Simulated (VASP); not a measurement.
# Au in VASP: a series of runs

The runs below take Au through single point, with LDA+U.

All numbers are computed with VASP 6.6.1; they aren't measurements. Logs are shortened: lines on timing, memory, paths and dates and some standing lists are left out, and cuts for length are marked.

### 1 The slab as given

The cell holds a slab with vacuum, 6 atoms: a = 2.823 Å, b = 2.920 Å, c = 27.233 Å, α = 90.00°, β = 90.00°, γ = 118.91°.

The slab is cut from a database's or a generator's crystal, which needn't be the stable form of the element.

### 2 Single point, LDA+U

INCAR

```
SYSTEM = Au
PREC = Accurate ; ENCUT = 520
EDIFF = 1E-7 ; ISMEAR = -1
SIGMA = 0.05 ; LREAL = .FALSE.
LASPH = .TRUE. ; NELM = 60
ALGO = Normal ; ISIF = 2
LWAVE = .FALSE. ; LCHARG = .FALSE.
LMAXMIX = 4 ; LDAU = .TRUE.
LDAUTYPE = 2 ; LDAUL = 2
LDAUU = 4 ; LDAUJ = 0
LDAUPRINT = 1 ; LDIPOL = .TRUE.
IDIPOL = 3 ; DIPOL = 0.5 0.5 0.500
GGA = CA ; NBANDS = 42
```

KPOINTS

```
Automatic mesh
0
G
  8 8 1
  0 0 0
```

POSCAR

```
Au
1.0
    2.8226199300      0.0000000000      0.0000000000
   -1.4113099650      2.5559330250      0.0000000000
    0.0000000000      0.0000000000     27.2329240250
Au
6
Direct
    0.3346720300      0.6693440600      0.2754019360
    0.6653279700      0.3306559400      0.3652411616
    0.3346720300      0.6693440600      0.4550803872
    0.6653279700      0.3306559400      0.5449196128
    0.3346720300      0.6693440600      0.6347588384
    0.6653279700      0.3306559400      0.7245980640
```

Potentials or basis: VASP PAW LDA potentials, release 64 (Au).

Run with:

```console
cat potpaw_LDA.64/Au/POTCAR > POTCAR
mpirun -np 1 vasp_std > vasp.out
```

OUTCAR:

```text
SYSTEM = Au
   PREC = Accurate
   ENCUT = 520
   EDIFF = 1E-7
   ISMEAR = -1
   LREAL = .FALSE.
   LASPH = .TRUE.
   NELM = 60
   ISIF = 2
   GGA = CA

 ion  position               nearest neighbor table
   1  0.335  0.669  0.275-   2 2.95   2 2.95   2 2.97
   2  0.665  0.331  0.365-   1 2.95   1 2.95   3 2.95   3 2.95   1 2.97   3 2.97
   3  0.335  0.669  0.455-   2 2.95   4 2.95   2 2.95   4 2.95   2 2.97   4 2.97
   4  0.665  0.331  0.545-   3 2.95   5 2.95   3 2.95   5 2.95   3 2.97   5 2.97
   5  0.335  0.669  0.635-   6 2.95   6 2.95   4 2.95   4 2.95   6 2.97   4 2.97
   6  0.665  0.331  0.725-   5 2.95   5 2.95   5 2.97

  LATTYP: Found a base centered orthorhombic cell.
 ALAT       =     2.8226199300
 B/A-ratio  =     1.8110359088
 C/A-ratio  =     9.6481016575

  Lattice vectors:

 A1 = (   1.4113099650,  -2.5559330250,   0.0000000000)
 A2 = (   1.4113099650,   2.5559330250,   0.0000000000)
 A3 = (   0.0000000000,   0.0000000000,  27.2329240250)

Analysis of symmetry for initial positions (statically):
=====================================================================
 Subroutine PRICEL returns:
 Original cell was already a primitive cell.

 Routine SETGRP: Setting up the symmetry group for a
 base centered orthorhombic supercell.

 Subroutine GETGRP returns: Found  4 space group operations
 (whereof  4 operations were pure point group operations)
 out of a pool of  8 trial point group operations.

The static configuration has the point symmetry C_2h.

Analysis of symmetry for dynamics (positions and initial velocities):
=====================================================================
 Subroutine PRICEL returns:
 Original cell was already a primitive cell.

 Routine SETGRP: Setting up the symmetry group for a
 base centered orthorhombic supercell.

 Subroutine GETGRP returns: Found  4 space group operations
 (whereof  4 operations were pure point group operations)
 out of a pool of  8 trial point group operations.

The dynamic configuration has the point symmetry C_2h.

 Subroutine INISYM returns: Found  4 space group operations
 (whereof  4 operations are pure point group operations),
 and found     1 'primitive' translations

----------------------------------------------------------------------------------------

                                     Primitive cell

  volume of cell :     196.4700

  direct lattice vectors                    reciprocal lattice vectors
     2.822619930  0.000000000  0.000000000     0.354280783  0.195623279  0.000000000
    -1.411309965  2.555933025  0.000000000     0.000000000  0.391246559  0.000000000
     0.000000000  0.000000000 27.232924025     0.000000000  0.000000000  0.036720258

  length of vectors
     2.822619930  2.919689957 27.232924025     0.404701545  0.391246559  0.036720258

  position of ions in fractional coordinates (direct lattice)
     0.334672030  0.669344060  0.275401936
     0.665327970  0.330655940  0.365241162
     0.334672030  0.669344060  0.455080387
     0.665327970  0.330655940  0.544919613
     0.334672030  0.669344060  0.634758838
     0.665327970  0.330655940  0.724598064

  ion indices of the primitive-cell ions
   primitive index   ion index
                 1           1
                 2           2
[... 53 lines left out ...]
  0.000000  0.500000  0.000000      1.000000
   k-points           NKPTS =     21   k-points in BZ     NKDIM =     21   number of bands    NBANDS=     42
   number of dos      NEDOS =    301   number of ions     NIONS =      6
   total plane-waves  NPLWV = 120960
   dimension x,y,z NGX =    24 NGY =   24 NGZ =  210
   dimension x,y,z NGXF=    48 NGYF=   48 NGZF=  420
   ions per type =               6
   NGX,Y,Z   is equivalent  to a cutoff of  14.14, 13.67, 12.82 a.u.
   NGXF,Y,Z  is equivalent  to a cutoff of  28.27, 27.33, 25.64 a.u.
 SYSTEM =  Au
   PREC   = accura    normal or accurate (medium, high low for compatibility)
   ISTART =      0    job   : 0-new  1-cont  2-samecut
   ICHARG =      2    charge: 1-file 2-atom 10-const
   ISPIN  =      1    spin polarized calculation?
   LNONCOLLINEAR =      F non collinear calculations
   LSORBIT =      F    spin-orbit coupling
   LASPH  =      T    aspherical Exc in radial PAW
   ENCUT  =  520.0 eV  38.22 Ry    6.18 a.u.   5.25  5.43 50.64*2*pi/ulx,y,z
   NELM   =     60;   NELMIN=  2; NELMDL= -5     # of ELM steps
   EDIFF  = 0.1E-06   stopping-criterion for ELM
   LREAL  =      F    real-space projection
   EDIFFG = 0.1E-05   stopping-criterion for IOM
   NSW    =      0    number of steps for IOM
   IBRION =     -1    ionic relax: 0-MD 1-quasi-New 2-CG
   NFREE  =      0    steps in history (QN), initial steepest desc. (CG)
   ISIF   =      2    stress and relaxation
   ISYM   =      2    0-nonsym 1-usesym 2-fastsym
   POTIM  = 0.5000    time-step for ionic-motion
   TEBEG  =    0.0;   TEEND  =   0.0 temperature during run
   PSTRESS=    0.0 pullay stress
   NELECT =      66.0000    total number of electrons
   NUPDOWN=      -1.0000    fix difference up-down
   EMIN   =  10.00;   EMAX   =-10.00  energy-range for DOS
   EFERMI =   0.00;   METHOD = LEGACY
   ISMEAR =    -1;   SIGMA  =   0.05  broadening in eV -4-tet -1-fermi 0-gaus
   EFERMI_NEDOS =   21; number of points for ismear=-14 and -15
   IALGO  =     38    algorithm
   IMIX   =      4    mixing-type and parameters
     AMIX     =   0.40;   BMIX     =  1.00
     AMIX_MAG =   1.60;   BMIX_MAG =  1.00
  volume/ion in A,a.u.               =      32.74       220.97
  Fermi-wavevector in a.u.,A,eV,Ry     =   1.138040  2.150583 17.621374  1.295134
  Thomas-Fermi vector in A             =   2.274744
   LORBIT       =      0    0 simple, 1 ext, 2 COOP (PROOUT), +10 PAW based schemes
 LDA+U is selected, type is set to LDAUTYPE =  2
   angular momentum for each species LDAUL =     2
   U (eV)           for each species LDAUU =   4.0
   J (eV)           for each species LDAUJ =   0.0
   GGA     = CA    functional components
   LHFCALC =     F    Hartree Fock is set to
   AEXX    =    0.0000 exact exchange contribution
   IVDW    =     0    specifies the selected vdW correction
   LEPSILON=     F    determine dielectric tensor
   LRPA    =     F    only Hartree local field effects (RPA)
 non-spin polarized calculation
  energy-cutoff  :      520.00
  volume of cell :      196.47
 maximum number of plane-waves:      5350
 NGX is ok and might be reduce to    24
   NGX = 11   NGY = 11   NGZ =101

 dipolmoment           0.000000      0.000000      0.000000 electrons x Angstroem

atom =   1  type =  1  l = 2

 onsite density matrix

spin component  1
[... 182 lines left out ...]
  o =  0.8857  v = -0.0000 -0.1279 -0.1713  0.0000  0.9769  0.0000  0.0000  0.0000  0.0000  0.0000      0.0000  0.0000  0.0000  0.0000  0.0000  0.0000  0.0000  0.0000  0.0000  0.0000
  o =  0.8857  v =  0.0000  0.0000  0.0000  0.0000  0.0000 -0.0000 -0.1279 -0.1713  0.0000  0.9769      0.0000  0.0000  0.0000  0.0000  0.0000  0.0000  0.0000  0.0000  0.0000  0.0000
  o =  0.8949  v =  0.9716  0.0000 -0.0000 -0.2366  0.0000  0.0000  0.0000  0.0000  0.0000  0.0000      0.0000  0.0000  0.0000  0.0000  0.0000  0.0000  0.0000  0.0000  0.0000  0.0000
  o =  0.8949  v =  0.0000  0.0000  0.0000  0.0000  0.0000  0.9716  0.0000 -0.0000 -0.2366  0.0000      0.0000  0.0000  0.0000  0.0000  0.0000  0.0000  0.0000  0.0000  0.0000  0.0000
  o =  0.9029  v =  0.0000 -0.2052  0.9682  0.0000  0.1429  0.0000  0.0000  0.0000  0.0000  0.0000      0.0000  0.0000  0.0000  0.0000  0.0000  0.0000  0.0000  0.0000  0.0000  0.0000
  o =  0.9029  v =  0.0000  0.0000  0.0000  0.0000  0.0000  0.0000 -0.2052  0.9682  0.0000  0.1429      0.0000  0.0000  0.0000  0.0000  0.0000  0.0000  0.0000  0.0000  0.0000  0.0000
  o =  0.9094  v =  0.0000  0.0000  0.0000  0.0000  0.0000 -0.0000  0.9703  0.1821 -0.0000  0.1589      0.0000  0.0000  0.0000  0.0000  0.0000  0.0000  0.0000  0.0000  0.0000  0.0000
  o =  0.9094  v = -0.0000  0.9703  0.1821 -0.0000  0.1589  0.0000  0.0000  0.0000  0.0000  0.0000      0.0000  0.0000  0.0000  0.0000  0.0000  0.0000  0.0000  0.0000  0.0000  0.0000
  o =  0.9098  v =  0.0000  0.0000  0.0000  0.0000  0.0000 -0.2366 -0.0000 -0.0000 -0.9716 -0.0000      0.0000  0.0000  0.0000  0.0000  0.0000  0.0000  0.0000  0.0000  0.0000  0.0000
  o =  0.9098  v = -0.2366 -0.0000 -0.0000 -0.9716 -0.0000  0.0000  0.0000  0.0000  0.0000  0.0000      0.0000  0.0000  0.0000  0.0000  0.0000  0.0000  0.0000  0.0000  0.0000  0.0000

 number of electron      66.0000000 magnetization

 dipolmoment           0.000000      0.000000     -0.000000 electrons x Angstroem

 Free energy of the ion-electron system (eV)
  ---------------------------------------------------
  ext. energy  EPLUGINS =         0.00000000
  ---------------------------------------------------
  free energy    TOTEN  =       -13.66088864 eV

  energy without entropy =      -13.64139490  energy(sigma->0) =      -13.65114177

 E-fermi :   1.8777     XC(G=0):  -7.4580

 val. band max:        1.8719587598   @ k =   0.1250   0.0000   0.0000
 cond. band min:       1.9044101910   @ k =   0.3750   0.1250   0.0000
 fundamental gap:      0.0324514312
 Fermi energy:         1.8776766094

 k-point     1 :       0.0000    0.0000    0.0000
  band No.  band energies     occupation
      1      -6.9731      2.00000
      2      -6.4473      2.00000
      3      -5.8321      2.00000
      4      -5.5952      2.00000
      5      -5.3653      2.00000
      6      -5.3492      2.00000
[... 934 lines left out ...]
     41       7.2028      0.00000
     42       7.5195      0.00000

------------------------ aborting loop because EDIFF is reached ----------------------------------------

 vacuum level on the upper side and lower side of the slab       (xc-potential included)        -0.105        -0.105

  FORCE on cell =-STRESS in cart. coord.  units (eV):
  Direction    XX          YY          ZZ          XY          YZ          ZX
  --------------------------------------------------------------------------------------
  -------------------------------------------------------------------------------------
  Total       -9.6061051     -8.3217816     -6.1779597      0.0000000     -0.0239188      0.0000000
  in kB      -78.3360677    -67.8626399    -50.3801559      0.0000000     -0.1950535      0.0000000
  external PRESSURE =     -65.5262879 kB  Pullay stress =       0.0000000 kB

 VOLUME and BASIS-vectors are now :
 -----------------------------------------------------------------------------
  energy-cutoff  :      520.00
  volume of cell :      196.47
      direct lattice vectors                 reciprocal lattice vectors
     2.822619930  0.000000000  0.000000000     0.354280783  0.195623279  0.000000000
    -1.411309965  2.555933025  0.000000000     0.000000000  0.391246559  0.000000000
     0.000000000  0.000000000 27.232924025     0.000000000  0.000000000  0.036720258

 POSITION                                       TOTAL-FORCE (eV/Angst)
 -----------------------------------------------------------------------------------
      0.00000      1.71080      7.50000         0.000000      0.005661      0.418648
      1.41131      0.84513      9.94658        -0.000000     -0.012481      0.159422
      0.00000      1.71080     12.39317         0.000000      0.018962     -0.094519
      1.41131      0.84513     14.83975        -0.000000     -0.018962      0.094519
      0.00000      1.71080     17.28634         0.000000      0.012481     -0.159422
      1.41131      0.84513     19.73292         0.000000     -0.005661     -0.418648
 -----------------------------------------------------------------------------------
    total drift:                               -0.000000     -0.000000     -0.000000

  FREE ENERGIE OF THE ION-ELECTRON SYSTEM (eV)
  ---------------------------------------------------
  free  energy   TOTEN  =       -13.6608886423 eV

  energy  without entropy=      -13.6413948966  energy(sigma->0) =      -13.65114177

 vacuum level on the upper side and lower side of the slab         7.288         7.288
```

Wall time 3.5 min (1 thread of Intel Xeon Platinum 8488C (Sapphire Rapids), shared host); peak memory 0.32 GiB.

Results:

* Free energy: -13.6609 eV
* Largest force: 0.419 eV/Å
* Band gap on the k mesh: none (metal or under the smearing width)

Forces in eV/Å, atoms in the order of the input:
```
Au   0.000  0.006  0.419
Au   0.000 -0.012  0.159
Au   0.000  0.019 -0.095
Au   0.000 -0.019  0.095
Au   0.000  0.012 -0.159
Au   0.000 -0.006 -0.419
```

Eigenvalues of the final occupation matrices:
```
    site  spin  trace               eigenvalues
site 1 d     1   4.50  0.89 0.89 0.90 0.91 0.91
site 1 d     2   4.50  0.89 0.89 0.90 0.91 0.91
site 2 d     1   4.51  0.89 0.90 0.90 0.91 0.91
site 2 d     2   4.51  0.89 0.90 0.90 0.91 0.91
site 3 d     1   4.50  0.89 0.90 0.91 0.91 0.91
site 3 d     2   4.50  0.89 0.90 0.91 0.91 0.91
site 4 d     1   4.50  0.89 0.90 0.91 0.91 0.91
site 4 d     2   4.50  0.89 0.90 0.91 0.91 0.91
site 5 d     1   4.51  0.89 0.90 0.90 0.91 0.91
site 5 d     2   4.51  0.89 0.90 0.90 0.91 0.91
site 6 d     1   4.50  0.89 0.89 0.90 0.91 0.91
site 6 d     2   4.50  0.89 0.89 0.90 0.91 0.91
```

Caveat: U without spin polarisation on a metal has little footing; the U is typed as a test and isn't derived for this compound. The run has no spin-orbit coupling, so splittings on Au are missing.

### 3 Single point, LDA+U

INCAR, as its differences from that of step 2:

```diff
@@ -9,3 +9,3 @@
 LDAUTYPE = 2 ; LDAUL = 2
-LDAUU = 4 ; LDAUJ = 0
+LDAUU = 5 ; LDAUJ = 0
 LDAUPRINT = 1 ; LDIPOL = .TRUE.
```

KPOINTS is that of step 2.

POSCAR is that of step 2.

Potentials or basis: VASP PAW LDA potentials, release 64 (Au).

Run with:

```console
cat potpaw_LDA.64/Au/POTCAR > POTCAR
mpirun -np 1 vasp_std > vasp.out
```

Run time: 3.5 min. Hardware: 1 thread of Intel Xeon Platinum 8488C (Sapphire Rapids), shared host; peak memory 0.32 GiB.

Results (log left out):

* Free energy: -11.0546 eV
* Largest force: 0.445 eV/Å
* Band gap on the k mesh: none (metal or under the smearing width)

Forces on the atoms (eV/Å):
```
Au   0.000  0.006  0.445
Au   0.000 -0.013  0.160
Au   0.000  0.020 -0.096
Au   0.000 -0.020  0.096
Au   0.000  0.013 -0.160
Au   0.000 -0.006 -0.445
```

Levels at points of the mesh, in eV from the Fermi level:
```csv
k point,band 31,band 32,band 33,band 34,band 35,band 36,band 37,band 38
"(0.00, 0.00, 0.00)",-3.22,-3.18,-3.13,-3.11,-2.75,-0.69,0.24,3.93
"(0.50, 0.00, 0.00)",0.56,0.73,1.15,1.59,1.84,1.85,4.20,4.22
"(0.00, 0.50, 0.00)",0.23,0.39,0.78,1.14,1.37,1.37,3.59,3.65
```

Eigenvalues of the final occupation matrices:
```csv
site,spin,trace,eigenvalues
site 1 d,1,4.53,0.89 0.90 0.91 0.91 0.91
site 1 d,2,4.53,0.89 0.90 0.91 0.91 0.91
site 2 d,1,4.54,0.89 0.90 0.91 0.91 0.92
site 2 d,2,4.54,0.89 0.90 0.91 0.91 0.92
site 3 d,1,4.53,0.89 0.90 0.91 0.91 0.91
site 3 d,2,4.53,0.89 0.90 0.91 0.91 0.91
site 4 d,1,4.53,0.89 0.90 0.91 0.91 0.91
site 4 d,2,4.53,0.89 0.90 0.91 0.91 0.91
site 5 d,1,4.54,0.89 0.90 0.91 0.91 0.92
site 5 d,2,4.54,0.89 0.90 0.91 0.91 0.92
site 6 d,1,4.53,0.89 0.90 0.91 0.91 0.91
site 6 d,2,4.53,0.89 0.90 0.91 0.91 0.91
```

Caveat: U without spin polarisation on a metal has little footing; the U is typed as a test and isn't derived for this compound. The run has no spin-orbit coupling, so splittings on Au are missing.

### 4 Single point, LDA+U

INCAR, as its differences from that of step 3:

```diff
@@ -9,3 +9,3 @@
 LDAUTYPE = 2 ; LDAUL = 2
-LDAUU = 5 ; LDAUJ = 0
+LDAUU = 6 ; LDAUJ = 0
 LDAUPRINT = 1 ; LDIPOL = .TRUE.
```

KPOINTS is that of step 3.

POSCAR is that of step 3.

Run with:

```console
cat potpaw_LDA.64/Au/POTCAR > POTCAR
mpirun -np 1 vasp_std > vasp.out
```

Run time: 2.8 min. Hardware: 1 thread of Intel Xeon Platinum 8488C (Sapphire Rapids), shared host; peak memory 0.33 GiB.

It converged, with:

```yaml
Free_energy: -8.5815 eV
Largest_force: 0.470 eV/Å
Band_gap_on_the_k_mesh: none (metal or under the smearing width)
```

Forces in eV/Å, atoms in the order of the input:
```
Au   0.000  0.006  0.470
Au   0.000 -0.013  0.162
Au   0.000  0.020 -0.096
Au   0.000 -0.020  0.096
Au   0.000  0.013 -0.162
Au   0.000 -0.006 -0.470
```

Levels at points of the mesh, in eV from the Fermi level:
| k point | band 32 | band 33 | band 34 | band 35 | band 36 | band 37 |
| --- | --- | --- | --- | --- | --- | --- |
| (0.00, 0.00, 0.00) | -3.43 | -3.39 | -3.37 | -2.73 | -0.65 | 0.32 |
| (0.50, 0.00, 0.00) | 0.81 | 1.24 | 1.65 | 1.89 | 1.89 | 4.24 |
| (0.00, 0.50, 0.00) | 0.47 | 0.87 | 1.18 | 1.41 | 1.41 | 3.62 |

Eigenvalues of the final occupation matrices:
```csv
site,spin,trace,eigenvalues
site 1 d,1,4.56,0.90 0.91 0.91 0.92 0.92
site 1 d,2,4.56,0.90 0.91 0.91 0.92 0.92
site 2 d,1,4.56,0.90 0.91 0.92 0.92 0.92
site 2 d,2,4.56,0.90 0.91 0.92 0.92 0.92
site 3 d,1,4.56,0.90 0.91 0.92 0.92 0.92
site 3 d,2,4.56,0.90 0.91 0.92 0.92 0.92
site 4 d,1,4.56,0.90 0.91 0.92 0.92 0.92
site 4 d,2,4.56,0.90 0.91 0.92 0.92 0.92
site 5 d,1,4.56,0.90 0.91 0.92 0.92 0.92
site 5 d,2,4.56,0.90 0.91 0.92 0.92 0.92
site 6 d,1,4.56,0.90 0.91 0.91 0.92 0.92
site 6 d,2,4.56,0.90 0.91 0.91 0.92 0.92
```

Caveat: U without spin polarisation on a metal has little footing; the U is typed as a test and isn't derived for this compound.

### 5 Single point, LDA+U

INCAR, as its differences from that of step 4:

```diff
@@ -9,3 +9,3 @@
 LDAUTYPE = 2 ; LDAUL = 2
-LDAUU = 6 ; LDAUJ = 0
+LDAUU = 8 ; LDAUJ = 0
 LDAUPRINT = 1 ; LDIPOL = .TRUE.
```

KPOINTS is that of step 4.

POSCAR is that of step 4.

Run with:

```console
cat potpaw_LDA.64/Au/POTCAR > POTCAR
mpirun -np 1 vasp_std > vasp.out
```

It took 2.6 min on 1 thread of Intel Xeon Platinum 8488C (Sapphire Rapids), shared host; peak memory 0.32 GiB.

The run converged. Its results:

* Free energy: -4.0439 eV
* Largest force: 0.517 eV/Å
* Band gap on the k mesh: none (metal or under the smearing width)

Forces in eV/Å, atoms in the order of the input:
```
Au   0.000  0.006  0.517
Au   0.000 -0.012  0.167
Au   0.000  0.018 -0.089
Au   0.000 -0.018  0.089
Au   0.000  0.012 -0.167
Au   0.000 -0.006 -0.517
```

Levels at points of the mesh, in eV from the Fermi level:
```tsv
k point	band 30	band 31	band 32	band 33	band 34	band 35	band 36	band 37	band 38	band 39
(0.00, 0.00, 0.00)	-4.12	-4.05	-4.00	-3.97	-3.93	-2.69	-0.60	0.47	3.96	4.97
(0.50, 0.00, 0.00)	-3.20	0.72	0.97	1.42	1.75	1.96	1.96	4.29	4.31	5.07
(0.00, 0.50, 0.00)	-3.33	0.36	0.62	1.03	1.22	1.48	1.50	3.66	3.74	4.51
```

Eigenvalues of the final occupation matrices:
```
    site  spin  trace               eigenvalues
site 1 d     1   4.61  0.91 0.92 0.92 0.93 0.93
site 1 d     2   4.61  0.91 0.92 0.92 0.93 0.93
site 2 d     1   4.62  0.91 0.92 0.93 0.93 0.93
site 2 d     2   4.62  0.91 0.92 0.93 0.93 0.93
site 3 d     1   4.61  0.91 0.92 0.93 0.93 0.93
site 3 d     2   4.61  0.91 0.92 0.93 0.93 0.93
site 4 d     1   4.61  0.91 0.92 0.93 0.93 0.93
site 4 d     2   4.61  0.91 0.92 0.93 0.93 0.93
site 5 d     1   4.62  0.91 0.92 0.93 0.93 0.93
site 5 d     2   4.62  0.91 0.92 0.93 0.93 0.93
site 6 d     1   4.61  0.91 0.92 0.92 0.93 0.93
site 6 d     2   4.61  0.91 0.92 0.92 0.93 0.93
```

Caveat: U without spin polarisation on a metal has little footing; the U is typed as a test and isn't derived for this compound.

### 6 The runs side by side

```tsv
U	gap on the mesh (eV)	largest force (eV/Å)
Au d U = 4 eV	none	0.42
Au d U = 5 eV	none	0.45
Au d U = 6 eV	none	0.47
Au d U = 8 eV	none	0.52
```

Alike in all rows: task single point; level LDA+U; potentials or basis VASP PAW LDA potentials, release 64 (Au); no spin polarisation; cell as given; k mesh 8 × 8 × 1; cutoff (eV) 520; smearing fermi-dirac 0.05 eV.

Every run on the cell as given and a fine mesh finds a metal.

Caveats: U without spin polarisation on a metal has little footing; the U is typed as a test and isn't derived for this compound.

Total energies depend on the potentials used, so only differences within one code and one set of settings carry meaning.
